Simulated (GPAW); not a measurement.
Runs of GPAW 26.7.0 on TiB2. The structure is hexagonal, space group P6/mmm (No. 191). The conventional cell has a = 3.029 Å, b = 3.029 Å, c = 3.228 Å, α = 90.00°, β = 90.00°, γ = 120.00°. Around Ti (site symmetry 6/mmm) lie 12 B at 2.38 Å. B (site symmetry -6m2) has 3 B at 1.75 Å as nearest neighbours. 

```tsv
task	level	potentials or basis	cell	k mesh	optimizer	fmax	max steps	convergence	ranks	gap on the mesh (eV)	pressure (GPa)	relaxed volume (Å³/atom)
relaxation of cell and atoms	PBEsol+D3(BJ)+ATM	PAW data sets generated in the run's folder for this functional, pw	relaxed	7 × 7 × 6	BFGS	0.02 eV/Å	60	density=1e-05 forces=0.0001	-	none	-0.2	8.22
relaxation of cell and atoms	PBEsol	PAW data sets generated in the run's folder for this functional, pw	relaxed	7 × 7 × 6	BFGS	0.02 eV/Å	60	density=1e-05 forces=0.0001	-	none	0.0	(b)
relaxation of cell and atoms	PBEsol+D3	PAW data sets generated in the run's folder for this functional, pw	relaxed	7 × 7 × 6	BFGS	0.02 eV/Å	60	density=1e-05 forces=0.0001	-	none	-0.2	8.24
relaxation of cell and atoms	PBEsol+D3(BJ)	PAW data sets generated in the run's folder for this functional, pw	relaxed	7 × 7 × 6	BFGS	0.02 eV/Å	60	density=1e-05 forces=0.0001	-	none	-0.1	8.16
relaxation of cell and atoms	PBEsol+D4	PAW data sets generated in the run's folder for this functional, pw	relaxed	7 × 7 × 6	BFGS	0.02 eV/Å	60	density=1e-05 forces=0.0001	-	none	-0.1	(a)
```

Alike in all rows: no spin polarisation; cutoff (eV) 800; smearing fermi-dirac 0.05 eV.

Estimate the missing entries.

(a) 8.25; (b) 8.39.

Caveats: later steps reuse the first step's grids; pairwise dispersion overbinds metals, which lowers pressure and volume (some runs).

A gap of «none» marks a metal or a gap under the smearing width.
